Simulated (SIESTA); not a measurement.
Hf:

```xyz
1
Lattice="0.0000 2.2200 2.2200 2.2200 0.0000 2.2200 2.2200 2.2200 0.0000" Properties=species:S:1:pos:R:3 pbc="T T T"
Hf    0.0000    0.0000    0.0000
```

This isn't the form of Hf at room conditions, which is hcp.

| Item | Value |
| --- | --- |
| Program | SIESTA 5.4.2 |
| Task | single point |
| Functional | PBEsol |
| Potentials or basis | PseudoDojo 0.4 standard (PBEsol files) |
| Basis | DZP (energy shift 0.003 Ry; two zetas on semicore shells) |
| Grid cutoff | 800 Ry |
| Energy shift | 0.003 Ry |
| k mesh | 10 × 10 × 10 |
| Occupations | fermi-dirac, width 0.05 eV |
| Spin | no spin polarisation |

On this cell: pressure -0.7 GPa; band gap on the k mesh none (metal or under the smearing width).

The same run follows on a disturbed copy (cell strained at random at fixed volume):

```
Hf
1.0
    -0.04347    2.20748    2.21336
     2.16276   -0.04267    2.21256
     2.17201    2.21592   -0.05192
Hf
1
Direct
  0.00193 0.98878 0.99658
```

Problem. What does the disturbed cell give?

Solution. The energy (extrapolated to zero smearing) moves by +8.8 meV/atom; pressure -0.7 GPa; band gap on the k mesh none (metal or under the smearing width).

Stress tensor (GPa, compression positive):
```
 0.02  1.24  1.76
 1.24 -0.94  1.61
 1.76  1.61 -1.10
```

Caveats: short orbitals over semicore shells can move pressures by several GPa; the basis of atomic orbitals isn't converged, which shifts pressures, moduli and gaps.
